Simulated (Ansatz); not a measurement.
# BaTe (Fm-3m): converging a phonon calculation, part 2 of 2

Wanted: convergence of the phonons of BaTe (Fm-3m) against cost.

Ansatz 0.2.0; DFT PBE, scalar-relativistic, plane waves, PAW; PAW set soft_1.

So far. Step 11 (Another k mesh, q mesh 2×2×2): The highest optical mode at the zone centre (no LO-TO term) is 88.3 cm⁻¹, +0.0 cm⁻¹ against the base run. Step 12 (Another k mesh, k-mesh 12×12×12, q mesh 2×2×2): The highest optical mode at the zone centre (no LO-TO term) is 88.3 cm⁻¹, +0.0 cm⁻¹ against the base run. The relaxed cell has a = 7.065 Å (conventional setting).

The database entry behind the starting cell differs from later determinations by our own check (about 2.5 % short), so it need not match the best structure at ambient conditions.

In doubt: the program warns that the response may not be converged on this k-mesh (step 10), which bears on the force constants and all frequencies.

**13. Comparing the runs (continued)**

The runs together. Phonon density of states against wavenumber; read off at these points; values in 1/cm⁻¹/cell:

```csv
wavenumber (cm⁻¹),6×6×6,8×8×8,12×12×12
1.0,1.0e-5,1.0e-5,1.0e-5
7.0,2.2e-4,2.2e-4,2.2e-4
13.0,0.00131,0.00131,0.00131
19.0,0.00282,0.00283,0.00283
25.0,0.00554,0.00556,0.00556
31.0,0.0101,0.0101,0.0101
39.0,0.0246,0.0246,0.0246
45.0,0.0587,0.0588,0.0588
51.0,0.0715,0.0715,0.0715
57.0,0.0749,0.0747,0.0747
61.0,0.113,0.113,0.113
63.0,0.0938,0.0944,0.0945
69.0,0.0366,0.0364,0.0364
75.0,0.103,0.103,0.103
81.0,0.0835,0.0827,0.0826
87.0,0.114,0.113,0.113
93.0,0.207,0.213,0.214
101.0,0.0338,0.0339,0.0339
107.0,0.0281,0.0281,0.0281
113.0,0.0203,0.0203,0.0203
119.0,0.0145,0.0145,0.0145
125.0,0.00986,0.00988,0.00988
131.0,0.00123,0.00149,0.00153
```

The runs together, line C_V. C_V, 6×6×6 = 8×8×8 = 12×12×12 against temperature:

```csv
temperature (K),"C_V, 6×6×6 = 8×8×8 = 12×12×12 (J/mol-atom/K)"
0,0
50,17.0
100,22.5
150,23.8
200,24.3
250,24.5
300,24.6
350,24.7
400,24.8
450,24.8
500,24.8
550,24.9
600,24.9
650,24.9
700,24.9
750,24.9
800,24.9
850,24.9
900,24.9
950,24.9
1000,24.9
```

**14. Another cutoff, cutoff 170 eV, q mesh 2×2×2**

The cutoff is set to 170 eV on a small fixed q mesh.

File input.yaml:

```yaml
crystal:
  lattice:
    - [0.0, 3.5323852131, 3.5323852131]
    - [3.5323852131, 0.0, 3.5323852131]
    - [3.5323852131, 3.5323852131, 0.0]
  atoms:
    - { symbol: Ba, position: [0.0, 0.0, 0.0] }
    - { symbol: Te, position: [0.5, 0.5, 0.5] }
kpoints:
  mp_grid: { grid: [8, 8, 8] }
hamiltonian:
  xc: pbe
  pseudopotentials: { kind: paw, azcp: { folder: soft_1 } }
scf:
  occupations: { method: fixed }
output:
  eigenvalues: true
phonons:
  method: dfpt
  qmesh: [2, 2, 2]
  temperatures: { t_max: 1000, t_step: 50 }
  qpath:
    path:
      - [[0.0, 0.0, 0.0], [0.5, 0.0, 0.5], [0.625, 0.25, 0.625]]
      - [[0.375, 0.375, 0.75], [0.0, 0.0, 0.0], [0.5, 0.5, 0.5], [0.5, 0.25, 0.75], [0.5, 0.0, 0.5]]
    npoints: 10
basis:
  ecutwfc: 170
```

The run is started by

```sh
> ansatz run input.yaml --threads 4 --pin off --max-ram 10240MiB --backend cpu --events-out ev --progress --plain --runs-dir out
```

Elapsed: 15 s, on 4 threads of Arm Neoverse V1, shared host; peak memory 0.53 GiB.

The run finished; it serves as a test, and its numbers are not taken as the result.

**15. Another cutoff, cutoff 230 eV, q mesh 2×2×2**

The cutoff is set to 230 eV on a small fixed q mesh.

input.yaml: that of step 14 with these lines changed.

```diff
@@ -27,2 +27,2 @@
 basis:
-  ecutwfc: 170
+  ecutwfc: 230
```

Wall time 19 s (4 threads); peak memory 0.6 GiB.

The run finished; it serves as a test, and its numbers are not taken as the result.

**16. Another cutoff, cutoff 290 eV, q mesh 2×2×2**

The cutoff is set to 290 eV on a small fixed q mesh.

input.yaml: that of step 15 with these lines changed.

```diff
@@ -27,2 +27,2 @@
 basis:
-  ecutwfc: 230
+  ecutwfc: 290
```

Run time: 24 s. Hardware: 4 threads; peak memory 0.68 GiB.

The run finished; it serves as a test, and its numbers are not taken as the result.

**17. Another cutoff, cutoff 360 eV, q mesh 2×2×2**

The cutoff is set to 360 eV on a small fixed q mesh.

input.yaml: that of step 16 with these lines changed.

```diff
@@ -27,2 +27,2 @@
 basis:
-  ecutwfc: 290
+  ecutwfc: 360
```

Run time: 31 s. Hardware: 4 threads; peak memory 0.79 GiB.

Frequencies (cm⁻¹) solved at each irreducible wavevector; negative means imaginary. Frequencies by wavevector, by row:

```csv
q in reciprocal lattice units,star,mode 1,mode 2,mode 3,mode 4,mode 5,mode 6
0 0 0,1,0,0,0,88.4,88.4,88.4
0 0 -0.5,4,66,66,75.5,75.5,95.4,109.9
0 -0.5 -0.5,3,41,41,64.8,91.1,91.1,95.2
```

The highest optical mode at the zone centre (no LO-TO term) is 88.4 cm⁻¹, +0.1 cm⁻¹ against the base run.

**18. Another cutoff, cutoff 550 eV, q mesh 2×2×2**

The cutoff is set to 550 eV on a small fixed q mesh.

input.yaml: that of step 17 with these lines changed.

```diff
@@ -27,2 +27,2 @@
 basis:
-  ecutwfc: 360
+  ecutwfc: 550
```

Elapsed: 71 s, on 4 threads; peak memory 1.2 GiB.

The highest optical mode at the zone centre (no LO-TO term) is 88.2 cm⁻¹, -0.1 cm⁻¹ against the base run.

**19. Results**

| Property | Result |
| --- | --- |
| mean frequency, q mesh 2×2×2 | 75.7 cm⁻¹ |
| mean frequency, q mesh 3×3×3 | 75.6 cm⁻¹ |
| mean frequency, q mesh 6×6×6 | 75.7 cm⁻¹ |
| highest optical mode at the zone centre (no LO-TO term), k-mesh 2×2×2 | -33.9 cm⁻¹ |
| highest optical mode at the zone centre (no LO-TO term), k-mesh 4×4×4 | 86.2 cm⁻¹ |
| highest optical mode at the zone centre (no LO-TO term), k-mesh 6×6×6 | 88.1 cm⁻¹ |
| highest optical mode at the zone centre (no LO-TO term), k-mesh 8×8×8 | 88.3 cm⁻¹ |
| highest optical mode at the zone centre (no LO-TO term), k-mesh 12×12×12 | 88.3 cm⁻¹ |
| highest optical mode at the zone centre (no LO-TO term), cutoff 170 eV | 68.2 cm⁻¹ |
| highest optical mode at the zone centre (no LO-TO term), cutoff 230 eV | 96.4 cm⁻¹ |
| highest optical mode at the zone centre (no LO-TO term), cutoff 290 eV | 86.4 cm⁻¹ |
| highest optical mode at the zone centre (no LO-TO term), cutoff 360 eV | 88.4 cm⁻¹ |
| highest optical mode at the zone centre (no LO-TO term), cutoff 550 eV | 88.2 cm⁻¹ |

In words: Over the whole q mesh series, coarse runs included, the mean frequency runs from 75.6 to 75.7 cm⁻¹; from 2×2×2 on it stays within 0.1 cm⁻¹ of the finest run (6×6×6), against a tolerance of 1.0. The k mesh changes along this series too, so part of the change is its. Over the whole k mesh series, coarse runs included, the lowest mode on the q mesh (acoustic modes at Γ apart) runs from -33.9 to 41.0 cm⁻¹; from 6×6×6 on all solved modes stay within 0.2 cm⁻¹ of the finest run (12×12×12), against a tolerance of 1.1. Over the whole cutoff series, coarse runs included, the lowest mode on the q mesh (acoustic modes at Γ apart) runs from 40.7 to 51.9 cm⁻¹; from 360 eV on all solved modes stay within 0.2 cm⁻¹ of the finest run (550 eV), against a tolerance of 1.1. All runs share the cell relaxed at the base settings, which is not exactly at rest under another k mesh or cutoff. Spin-orbit coupling is left out, which can matter for the heavy elements here. These are harmonic frequencies at zero temperature: anharmonic shifts, linewidths and thermal expansion are left out.

[Logs are printed without paths, hosts, clocks, repeated set-up lines and the standing remarks that a program may print on its own settings, such as how far it seeks lower states.]

[Hosts, paths, dates, database ids (printed as entryN), source tags and the programs' standing remarks are cut or masked in the printed files.]
